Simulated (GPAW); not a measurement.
TePb:

```
CELL_PARAMETERS angstrom
4.00229 0.00000 0.00000
0.00000 4.00229 0.00000
0.00000 0.00000 4.00229
ATOMIC_POSITIONS crystal
Pb 0.00000 0.00000 0.00000
Te 0.50000 0.50000 0.50000
```

Measurements of this composition are mostly on another form, of space group No. 225.

Base run:

```yaml
Program: GPAW 26.7.0
Functional: PBE
Potentials_or_basis: GPAW PAW data sets (gpaw-data 1.2.1)
Cutoff: 600 eV
Basis: pw
k_mesh: 7 × 7 × 7
Occupations: fermi-dirac, width 0.05 eV
Spin: no spin polarisation
```

Its results: pressure -0.3 GPa.

Q: The run is repeated on the same cell with these changes: functional from PBE to RPBE; potentials or basis from GPAW PAW data sets (gpaw-data 1.2.1) to the program's PAW data sets (release 1.2.1) made for this functional. What comes out?

A: Pressure 1.3 GPa.
